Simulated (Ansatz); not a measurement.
# Cu (P6_3/mmc) in Ansatz: notebook

The runs below take Cu through single point, with PBE, LDA, RPBE.

All numbers are computed with Ansatz 0.2.0; they aren't measurements. Logs are shortened: lines on timing, memory, paths and dates and some standing lists are left out, and cuts for length are marked.

## 1. The structure

It takes space group P6_3/mmc (No. 194, hexagonal). The conventional cell has a = 2.534 Å, b = 2.534 Å, c = 4.113 Å, α = 90.00°, β = 90.00°, γ = 120.00°. Cu (site symmetry -6m2) is surrounded by 12 Cu at 2.52 to 2.53 Å.

This isn't the form of Cu at room conditions, which is fcc.

## 2. Single point, PBE (cell strained at random at fixed volume)

File input.yaml:

```yaml
crystal:
  lattice:
    - [2.505621, 0.006418, 0.013131]
    - [-1.247252, 2.185414, 0.015095]
    - [0.02131, 0.040591, 4.171194]
  atoms:
    - { symbol: Cu, position: [0.6666666667, 0.3333333333, 0.75] }
    - { symbol: Cu, position: [0.3333333333, 0.6666666667, 0.25] }
kpoints:
  mp_grid: { grid: [7, 7, 4] }
scf:
  occupations: { method: fermi_dirac, width: 0.02 }
hamiltonian:
  xc: pbe
  pseudopotentials: { kind: all_electron, lapw: { basis_error: 0.002 } }
output:
  forces: true
  stress: true
  eigenvalues: true
```

Potentials or basis: all-electron LAPW, scalar-relativistic.

Run with:

```sh
$ ansatz run input.yaml --threads 1 --pin off --max-ram 3072MiB --backend cpu --events-out ev --progress --plain --runs-dir out
```

Standard output:

```text
Warning: RAYON_NUM_THREADS=1 ignored (pool sized by the plan → 1); use --threads N
LAPW: plane waves up to 8.659 Å⁻¹, error target 2.0e-3 eV per atom; small_component_spin mean_spin; Cu in spheres of 1.253 Å, 19 of its electrons in bands, Dirac shells [] (how accurate: hamiltonian.pseudopotentials.lapw.basis_error, Limitations)
Engine: ansatz 0.2.0, aarch64-unknown-linux-gnu
Pseudopotentials: kind: all_electron
Pseudopotential: Cu, LAPW, valence charge 19, lapw/all_electron/scalar/gaussian/Cu, Koelling and Harmon's equation, gaussian nucleus
Functional definition: PBE
  parameter kappa = 0.804
  parameter beta = 0.06672455060314922
  exchange = pbe_x(kappa = kappa, mu = beta*pi^2/3)
  correlation = pbe_c(beta = beta)
Crystal: 2 atoms, lattice volume = 22.871 Å³
Basis set: ecut = 285.68125019050746 eV, 249 PW (Γ), exchange–correlation at level 2
Bands: 23, of which v1, the nominal top of the filled ones, is band 19 counted from 1 (18 counted from 0)
Symmetry: 2 space group operations
Space group: P-1 (ITA 2), of the structure as read, at distance tolerance 2.8e-5 Å
k-points: 99 of 196
Non-local potential: Cu, projectors of the file, none
Initial density: superposition of atomic densities (chi_scale 0.1, normalization cell)
Initial wavefunctions: plane waves of lowest kinetic energy (no species holds an atomic orbital)
Functional: x = pbe(κ = 0.804, μ = 0.2195149727645171), c = pbe(β = 0.06672455060314922)
iter 1 solved again at ethr=6.88e-4 eV; its pass at ethr=1.00e-1 eV (dr2=2.61e-1 eV) is discarded
SCF iter   1: F=—  HF=-90070.371465 eV  |F-HF|=—  |Δ(HF+E_count)|=         —  Δρ=4.91e-2  dr2=2.62e-1  ethr=6.88e-4  ⟨swp⟩=2.3  Hψ=15894  notcnv=0
preconditioner: auto → none  [insulator: Δε(μ)=0.375 eV  Ē_g=10.256 eV  σ=0.020 eV  W_gap=0.54  n_scr=8 (ndim 8)  ℏωp=36.4 eV  f_vac=0.000  D(μ)=1.39/eV (n_scr^D=22)  ε∞_Penn≈13.6]
SCF iter   2: F=—  HF=-90071.857521 eV  |F-HF|=—  |Δ(HF+E_count)|=    1.49e0  Δρ=2.92e-2  dr2=9.65e-2  ethr=6.88e-4  ⟨swp⟩=3.0  Hψ=8356  notcnv=0
iter 3 solved again at ethr=2.09e-6 eV; its pass at ethr=2.54e-4 eV (dr2=7.92e-4 eV) is discarded
SCF iter   3: F=—  HF=-90068.725938 eV  |F-HF|=—  |Δ(HF+E_count)|=    3.13e0  Δρ=2.00e-3  dr2=7.92e-4  ethr=2.09e-6  ⟨swp⟩=2.0  Hψ=12861  notcnv=0
SCF iter   4: F=—  HF=-90068.590462 eV  |F-HF|=—  |Δ(HF+E_count)|=   1.35e-1  Δρ=4.73e-3  dr2=2.36e-3  ethr=2.08e-6  ⟨swp⟩=3.0  Hψ=7988  notcnv=0
SCF iter   5: F=—  HF=-90068.579244 eV  |F-HF|=—  |Δ(HF+E_count)|=   1.12e-2  Δρ=7.30e-4  dr2=5.44e-5  ethr=2.08e-6  ⟨swp⟩=3.0  Hψ=7613  notcnv=0
SCF iter   6: F=—  HF=-90068.579063 eV  |F-HF|=—  |Δ(HF+E_count)|=   1.81e-4  Δρ=3.54e-5  dr2=6.84e-7  ethr=1.43e-7  ⟨swp⟩=2.2  Hψ=6504  notcnv=0
SCF iter   7: F=—  HF=-90068.579064 eV  |F-HF|=—  |Δ(HF+E_count)|=   2.95e-7  Δρ=2.82e-5  dr2=6.74e-7  ethr=1.80e-9  ⟨swp⟩=3.0  Hψ=7296  notcnv=0
SCF iter   8: F=-90068.579063 eV  HF=-90068.579064 eV  |F-HF|=1.63e-8  |Δ(HF+E_count)|=   2.30e-7  Δρ=3.63e-6  dr2=2.08e-9  ethr=1.77e-9  ⟨swp⟩=2.0  Hψ=6480  notcnv=0
SCF 1 converged in 8 iterations: F = -90068.579063 eV  dr2 = 2.08e-9
SCF converged after 8 iterations
Free energy (F): -90068.579063 eV
Harris-Foulkes:  -90068.579064 eV  (|F-HF|=1.63e-8)
Internal energy: -90068.578199 eV  (E = F + TS)
E sigma→0 (E₀):  -90068.578631 eV
Entropy (-TS):   -0.000865 eV (-0.432 meV/atom)
Fermi energy:    17.199715 eV
--- Per-component energies (eV) ---
  E_band       = -701.707576
  E_kinetic    = 91619.281682
  E_xc         = -3681.755448
  E_electrostatic = -178006.104433  (all electrons and nuclei)
  E_smearing   = -0.000865  (= −TS)
  E_closure    = 0.000000  (closes the sum)
  E_atoms      = -90061.064913  (free atoms, spherical and without spin; not in F)
  Σ components = -90068.579063   (vs F -90068.579063, Δ=0.00e0)
  Basis errors (estimates in eV, not in F): energy 4.1e-4 per atom: plane waves 4.0e-4 (2.1e-4 summed), levels above the bands 7.3e-182, relativity 2.1e-9, radial functions 7.9e-6, core shells 3.4e-11; eigenvalues (radial functions only) 1.0e-6; not estimated: angular momenta, meshes, grids; target (lapw.basis_error) 2.0e-3; muffin-tin radii Cu 1.253 Å
--- Forces (eV/Å), atoms counted from 1 ---
  atom   1  Cu    -0.00715358    -0.01471724     0.00651260
  atom   2  Cu     0.00715358     0.01471724    -0.00651260
  max |Σ_I F_I| component: 0.00e0 eV/Å
--- Stress (GPa, compression-positive) ---
        8.968229      -0.787774      -0.208548
       -0.787774       7.244196      -0.611249
       -0.208548      -0.611249       4.266121
  P = ⅓ Tr σ = 6.8262 GPa (68.262 kbar)
--- Band table (eV; the first three rows and the last of 99) ---
  k-point 0: bands = ["-95.3511", "-95.3359", "-52.7903", "-52.6735", "-52.6658", "-52.6631", "-52.6493", "-52.6463", "7.6514", "11.9892", "14.1253", "14.2334", "14.3109", "14.4462", "14.5154", "14.8121", "14.8252", "15.5573", "15.5725", "16.0210", "21.0126", "39.0748", "39.7252"]
  k-point 1: bands = ["-95.3489", "-95.3381", "-52.7733", "-52.6907", "-52.6634", "-52.6607", "-52.6516", "-52.6487", "8.2161", "11.5107", "14.0183", "14.1862", "14.2498", "14.3495", "14.4217", "14.5170", "15.0071", "15.0266", "15.5159", "15.5318", "24.0902", "35.9731", "39.2067"]
  k-point 2: bands = ["-95.3435", "-95.3435", "-52.7321", "-52.7320", "-52.6580", "-52.6579", "-52.6544", "-52.6542", "9.7769", "9.7775", "13.8859", "13.8861", "14.2072", "14.2123", "14.2727", "14.2764", "15.2914", "15.3008", "15.3688", "15.3765", "29.6193", "29.6194", "39.7459"]
  k-point 98: bands = ["-95.3355", "-95.3309", "-52.7574", "-52.7439", "-52.7219", "-52.6990", "-52.6863", "-52.6756", "11.9014", "12.8520", "13.1528", "13.6066", "14.0702", "14.3971", "14.5657", "15.1420", "15.3772", "15.6925", "16.3071", "19.2367", "24.4236", "27.4943", "28.5345"]
```

Run time: 15 s. Hardware: 1 thread of Arm Neoverse V2, shared host; peak memory 0.36 GiB.

What came out:

- Free energy: -90068.5791 eV
- Pressure: 6.8 GPa
- Largest force: 0.018 eV/Å
- Band gap on the k mesh: none (metal or under the smearing width)

Forces in eV/Å, atoms in the order of the input:
```
Cu  -0.007 -0.015  0.007
Cu   0.007  0.015 -0.007
```

Stress tensor (GPa, compression positive):
```
 8.97 -0.79 -0.21
-0.79  7.24 -0.61
-0.21 -0.61  4.27
```

Caveat: the k mesh is coarse (spacing up to 0.41 Å⁻¹), so the values aren't converged; the k mesh is thin for a metal, which can move the energy by tens of meV per atom.

## 3. Single point, LDA

File input.yaml:

```yaml
crystal:
  lattice:
    - [2.5340966698, 0.0, 0.0]
    - [-1.2670483349, 2.1945920917, 0.0]
    - [0.0, 0.0, 4.112571]
  atoms:
    - { symbol: Cu, position: [0.6666666667, 0.3333333333, 0.75] }
    - { symbol: Cu, position: [0.3333333333, 0.6666666667, 0.25] }
kpoints:
  mp_grid: { grid: [12, 12, 7] }
scf:
  occupations: { method: gaussian, width: 0.05 }
hamiltonian:
  xc: lda
  pseudopotentials: { kind: all_electron, lapw: { basis_error: 0.001 } }
output:
  forces: true
  stress: true
  eigenvalues: true
```

Potentials or basis: all-electron LAPW, scalar-relativistic.

Run with:

```sh
$ ansatz run input.yaml --threads 1 --pin off --max-ram 3072MiB --backend cpu --events-out ev --progress --plain --runs-dir out
```

Standard output:

```text
Warning: RAYON_NUM_THREADS=1 ignored (pool sized by the plan → 1); use --threads N
LAPW: plane waves up to 8.929 Å⁻¹, error target 1.0e-3 eV per atom; small_component_spin mean_spin; Cu in spheres of 1.262 Å, 19 of its electrons in bands, Dirac shells [] (how accurate: hamiltonian.pseudopotentials.lapw.basis_error, Limitations)
Engine: ansatz 0.2.0, aarch64-unknown-linux-gnu
Pseudopotentials: kind: all_electron
Pseudopotential: Cu, LAPW, valence charge 19, lapw/all_electron/scalar/gaussian/Cu, Koelling and Harmon's equation, gaussian nucleus
Functional definition: SPW92
  exchange = slater_x
  correlation = pw_c
Crystal: 2 atoms, lattice volume = 22.871 Å³
Basis set: ecut = 303.7400097647214 eV, 287 PW (Γ), exchange–correlation at level 2
Bands: 23, of which v1, the nominal top of the filled ones, is band 19 counted from 1 (18 counted from 0)
Symmetry: 24 space group operations
Space group: P63/mmc (ITA 194), of the structure as read, at distance tolerance 2.8e-5 Å
k-points: 76 of 1008
Non-local potential: Cu, projectors of the file, none
Initial density: superposition of atomic densities (chi_scale 0.1, normalization cell)
Initial wavefunctions: plane waves of lowest kinetic energy (no species holds an atomic orbital)
Functional: x = slater, c = lda
iter 1 solved again at ethr=6.34e-4 eV; its pass at ethr=1.00e-1 eV (dr2=2.41e-1 eV) is discarded
SCF iter   1: F=—  HF=-89931.774872 eV  |F-HF|=—  |Δ(HF+E_count)|=         —  Δρ=4.81e-2  dr2=2.42e-1  ethr=6.34e-4  ⟨swp⟩=2.3  Hψ=12278  notcnv=0
preconditioner: auto → none  [metal: Δε(μ)=0.019 eV  Ē_g=10.117 eV  σ=0.050 eV  W_gap=0.21  n_scr=8 (ndim 8)  ℏωp=36.4 eV  f_vac=0.000  D(μ)=2.33/eV (n_scr^D=34)  sad-step TF]
SCF iter   2: F=—  HF=-89933.376135 eV  |F-HF|=—  |Δ(HF+E_count)|=    1.60e0  Δρ=2.37e-2  dr2=4.63e-2  ethr=6.34e-4  ⟨swp⟩=3.0  Hψ=6352  notcnv=0
iter 3 solved again at ethr=1.68e-6 eV; its pass at ethr=1.22e-4 eV (dr2=6.37e-4 eV) is discarded
SCF iter   3: F=—  HF=-89929.996050 eV  |F-HF|=—  |Δ(HF+E_count)|=    3.38e0  Δρ=2.21e-3  dr2=6.37e-4  ethr=1.68e-6  ⟨swp⟩=2.0  Hψ=9761  notcnv=0
SCF iter   4: F=—  HF=-89929.818035 eV  |F-HF|=—  |Δ(HF+E_count)|=   1.78e-1  Δρ=5.38e-3  dr2=3.23e-3  ethr=1.68e-6  ⟨swp⟩=3.1  Hψ=6136  notcnv=0
SCF iter   5: F=—  HF=-89929.802780 eV  |F-HF|=—  |Δ(HF+E_count)|=   1.53e-2  Δρ=1.06e-3  dr2=1.31e-4  ethr=1.68e-6  ⟨swp⟩=3.0  Hψ=5800  notcnv=0
SCF iter   6: F=—  HF=-89929.802363 eV  |F-HF|=—  |Δ(HF+E_count)|=   4.17e-4  Δρ=6.39e-5  dr2=4.96e-7  ethr=3.44e-7  ⟨swp⟩=2.0  Hψ=5002  notcnv=0
SCF iter   7: F=-89929.802363 eV  HF=-89929.802363 eV  |F-HF|=5.66e-8  |Δ(HF+E_count)|=   3.02e-7  Δρ=2.80e-6  dr2=1.12e-9  ethr=1.30e-9  ⟨swp⟩=2.6  Hψ=5217  notcnv=0
SCF 1 converged in 7 iterations: F = -89929.802363 eV  dr2 = 1.12e-9
SCF converged after 7 iterations
Free energy (F): -89929.802363 eV
Harris-Foulkes:  -89929.802363 eV  (|F-HF|=5.66e-8)
Internal energy: -89929.801006 eV  (E = F + TS)
E sigma→0 (E₀):  -89929.801684 eV
Entropy (-TS):   -0.001356 eV (-0.678 meV/atom)
Fermi energy:    16.825623 eV
--- Per-component energies (eV) ---
  E_band       = -710.438691
  E_kinetic    = 91434.691731
  E_xc         = -3539.898915
  E_electrostatic = -177824.593823  (all electrons and nuclei)
  E_smearing   = -0.001356  (= −TS)
  E_closure    = 0.000000  (closes the sum)
  E_atoms      = -89920.347727  (free atoms, spherical and without spin; not in F)
  Σ components = -89929.802363   (vs F -89929.802363, Δ=0.00e0)
  Basis errors (estimates in eV, not in F): energy 2.0e-4 per atom: plane waves 1.9e-4 (9.7e-5 summed), levels above the bands 0.0e0, relativity 1.8e-9, radial functions 3.5e-6, core shells 2.1e-11; eigenvalues (radial functions only) 5.8e-7; not estimated: angular momenta, meshes, grids; target (lapw.basis_error) 1.0e-3; muffin-tin radii Cu 1.262 Å
--- Forces (eV/Å), atoms counted from 1 ---
  atom   1  Cu    -0.00000000     0.00000000    -0.00000000
  atom   2  Cu     0.00000000    -0.00000000     0.00000000
  max |Σ_I F_I| component: 0.00e0 eV/Å
--- Stress (GPa, compression-positive) ---
       -7.944632      -0.000000       0.000000
       -0.000000      -7.944632       0.000000
        0.000000       0.000000      -7.853024
  P = ⅓ Tr σ = -7.9141 GPa (-79.141 kbar)
--- Band table (eV; the first three rows and the last of 76) ---
  k-point 0: bands = ["-94.9379", "-94.9203", "-52.8192", "-52.7067", "-52.7067", "-52.6913", "-52.6872", "-52.6872", "7.2088", "11.5666", "13.7485", "13.7966", "13.7966", "14.0238", "14.0238", "14.3032", "14.3032", "15.1218", "15.1218", "15.8093", "20.8290", "38.5224", "38.7881"]
  k-point 1: bands = ["-94.9370", "-94.9212", "-52.8129", "-52.7058", "-52.7058", "-52.6976", "-52.6882", "-52.6882", "7.4009", "11.4523", "13.7094", "13.7592", "13.7592", "13.9841", "13.9841", "14.3936", "14.3936", "15.0245", "15.1113", "15.1113", "22.0978", "38.5354", "38.9801"]
  k-point 2: bands = ["-94.9346", "-94.9236", "-52.7953", "-52.7155", "-52.7031", "-52.7031", "-52.6909", "-52.6909", "7.9654", "10.9525", "13.6093", "13.7137", "13.7137", "13.8887", "13.8887", "13.9590", "14.5870", "14.5870", "15.0649", "15.0649", "24.7599", "35.2752", "38.6784"]
  k-point 75: bands = ["-94.9167", "-94.9167", "-52.7894", "-52.7894", "-52.7665", "-52.7582", "-52.7159", "-52.7159", "12.7739", "12.7739", "12.8496", "12.9486", "13.4689", "13.4689", "14.2681", "14.4193", "15.1403", "15.1403", "20.8874", "20.8874", "21.9037", "23.1877", "23.9981"]
```

Run time: 15 s. Hardware: 1 thread of Arm Neoverse V1, shared host; peak memory 0.35 GiB.

Results:

```
Free energy            : -89929.8024 eV
Pressure               : -7.9 GPa
Band gap on the k mesh : none (metal or under the smearing width)
```

Stress tensor (GPa, compression positive):
```
-7.94  0.00  0.00
 0.00 -7.94  0.00
 0.00  0.00 -7.85
```

Levels at points of the mesh, in eV from the Fermi level:
| k point | band 16 | band 17 | band 18 | band 19 | band 20 | band 21 | band 22 | band 23 |
| --- | --- | --- | --- | --- | --- | --- | --- | --- |
| (0.00, 0.00, 0.00) | -2.52 | -2.52 | -1.70 | -1.70 | -1.02 | 4.00 | 21.70 | 21.96 |
| (0.00, -0.50, 0.00) | -1.61 | -1.55 | -1.50 | 0.04 | 1.62 | 7.93 | 8.30 | 11.02 |

## 4. Single point, RPBE

input.yaml, as its differences from that of step 3:

```diff
@@ -11,5 +11,5 @@
 scf:
-  occupations: { method: gaussian, width: 0.05 }
+  occupations: { method: gaussian, width: 0.1 }
 hamiltonian:
-  xc: lda
+  xc: rpbe
   pseudopotentials: { kind: all_electron, lapw: { basis_error: 0.001 } }
```

Run with:

```sh
$ ansatz run input.yaml --threads 1 --pin off --max-ram 3072MiB --backend cpu --events-out ev --progress --plain --runs-dir out
```

Run time: 15 s. Hardware: 1 thread of Arm Neoverse V1, shared host; peak memory 0.36 GiB.

It converged, with:

| Quantity | Value |
| --- | --- |
| Free energy | -90078.8820 eV |
| Pressure | 12.5 GPa |
| Band gap on the k mesh | none (metal or under the smearing width) |

Stress tensor (GPa, compression positive):
```
12.32  0.00  0.00
 0.00 12.32  0.00
 0.00  0.00 12.74
```

Levels at points of the mesh, in eV from the Fermi level:
```
            k point  band 16  band 17  band 18  band 19  band 20  band 21  band 22  band 23
 (0.00, 0.00, 0.00)    -2.49    -2.49    -1.69    -1.69    -1.06     4.06    21.51    22.15
(0.00, -0.50, 0.00)    -1.60    -1.53    -1.49     0.03     1.64     7.95     8.40    10.90
```

## 5. Overview

```tsv
level	cell	k mesh	cutoff (eV)	smearing	basis error allowed	mesh quality	gap on the mesh (eV)	pressure (GPa)
PBE	cell strained at random at fixed volume	7 × 7 × 4	286	fermi-dirac 0.02 eV	0.002 eV/atom	coarse	none	6.8
LDA	as given	12 × 12 × 7	304	gaussian 0.05 eV	0.001 eV/atom	not flagged	none	-7.9
RPBE	as given	12 × 12 × 7	304	gaussian 0.1 eV	0.001 eV/atom	not flagged	none	12.5
```

Alike in all rows: task single point; potentials or basis all-electron LAPW, scalar-relativistic; no spin polarisation.

Caveats: some runs use coarse meshes; the k mesh is thin for a metal, which can move the energy by tens of meV per atom (some runs).

Compare energies only between runs with the same functional and basis.
